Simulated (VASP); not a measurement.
The system is Te.

```
CELL_PARAMETERS angstrom
4.31392 0.00000 0.00000
-2.15696 3.73597 0.00000
0.00000 0.00000 5.96924
ATOMIC_POSITIONS crystal
Te 0.28508 0.00000 0.33333
Te 0.00000 0.28508 0.66667
Te 0.71492 0.71492 0.00000
```

Program: VASP 6.6.1. Alike in all runs: task single point; potentials or basis VASP PAW PBE potentials, release 64 (Te); no spin polarisation; cell as given; k mesh 11 × 11 × 8; smearing methfessel-paxton 0.1 eV. Hardware: 4 MPI ranks on Intel(R) Xeon(R) Platinum 8488C (Sapphire Rapids) (shared host).

Problem. Order these runs on this cell by their wall time, lowest first.
A. level r2SCAN; cutoff (eV) 450
B. level PBEsol; cutoff (eV) 300
C. level PBE; cutoff (eV) 450

Solution. B (7.6 s), C (20 s), A (78 s).
